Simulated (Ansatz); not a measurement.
## What a change of settings does: Te (sc type)

First run: DFT, PBE, norm-conserving pseudopotentials, Ansatz's default files, scalar-relativistic (Ansatz 0.2.0).

Command: `ansatz run input.yaml --threads 1 --pin off --max-ram 2048MiB --backend cpu --events-out ev --progress --plain --runs-dir out` It took 5 s on 1 thread of Arm Neoverse V2, on a shared host, peak memory 0.29 GiB.

```yaml
crystal:
  lattice:
    - [2.8161304707, 0.0, 0.0]
    - [0.0, 2.8161304707, 0.0]
    - [0.0, 0.0, 2.8161304707]
  atoms:
    - { symbol: Te, position: [0.0, 0.0, 0.0] }
kpoints:
  mp_grid: { grid: [12, 12, 12] }
scf:
  occupations: { method: fermi_dirac, width: 0.08 }
hamiltonian:
  xc: pbe
  pseudopotentials: { kind: nc }
output:
  forces: true
  stress: true
  eigenvalues: true
```

The cell comes from a relaxation on PAW files under the same functional, begun from a prototype that needn't be the stable phase.

This run: volume at 0.68 of the series' base cell.

It converges in 6 SCF iterations at a pressure of 46.4 GPa, cutoff 1120 eV.

The input is then changed:

```diff
   occupations: { method: fermi_dirac, width: 0.08 }
+  lower_state_search: "off"
+  mixing: { preconditioner: local_kerker }
 hamiltonian:
```

Problem. Predict the outcome of the changed run.

Solution. It converges in 5 SCF iterations at a pressure of 46.4 GPa, cutoff 1120 eV, free energy 0.0 meV/atom against the first run's.
